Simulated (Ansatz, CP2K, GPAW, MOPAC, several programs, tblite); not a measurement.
**WS2 (Tungstenite): cheap methods against density-functional theory**

How much accuracy does each second buy? WS2 (Tungstenite) is computed with 9 methods, from the cheapest up to r2SCAN.

Method: no spin polarisation, static lattice; gaps from single points on the cell relaxed beforehand with r²SCAN+rVV10, in tblite, CP2K, GPAW, Ansatz (versions at each run).

## (1) The structure to begin with

Symmetry: R3m, No. 160, trigonal system. The conventional cell has a = 3.172 Å, b = 3.172 Å, c = 18.712 Å, α = 90.00°, β = 90.00°, γ = 120.00°. W (site symmetry 3m) is surrounded by 6 S at 2.41 Å. Around S (site symmetry 3m) lie 3 W at 2.41 Å.

As a file:

```xyz
3
Lattice="1.5859 0.9156 6.2375 -1.5859 0.9156 6.2375 0.0000 -1.8312 6.2375" Properties=species:S:1:pos:R:3 pbc="T T T"
W     0.0000    0.0000    0.0125
S     0.0000    0.0000    4.6885
S     0.0000    0.0000    7.8120
```

**Question.** The methods are GFN1-xTB (tblite), GFN2-xTB (tblite), PBE/DZVP, PBE/single-zeta, PBE/SZV, coarse PBE, GLLB-SC, PBE, r2SCAN. What gap does r2SCAN give on this cell, and which other methods (full PBE left aside) come nearest to r2SCAN and farthest in gap?

| quantity | value |
| --- | --- |
| r2SCAN | gap 1.18 eV |
| gap: nearest and farthest of the other methods | PBE/DZVP (-0.07 eV), GFN1-xTB (tblite) (+1.18 eV) |

For the gap, of the 7 methods compared (full PBE left aside), PBE/DZVP comes nearest to r2SCAN and GFN1-xTB (tblite) is farthest. A minimal basis or a coarse cutoff and mesh shifts results by its own error, so closeness to r2SCAN can be chance. Cluster runs see only the k-points that fold onto the zone centre, so their gaps can miss the band edges. GLLB-SC is compared with its derivative discontinuity added. No r2SCAN modulus is at hand, so moduli aren't ranked. CPU times run from 1.2 s (coarse PBE) to 88 s (GLLB-SC). On this cell PBE/DZVP, GLLB-SC cost more than r2SCAN itself (22 s), so they are no saving here. r2SCAN is a yardstick, not the truth: it usually gives gaps below the measured ones. Spin-orbit coupling is left out throughout.
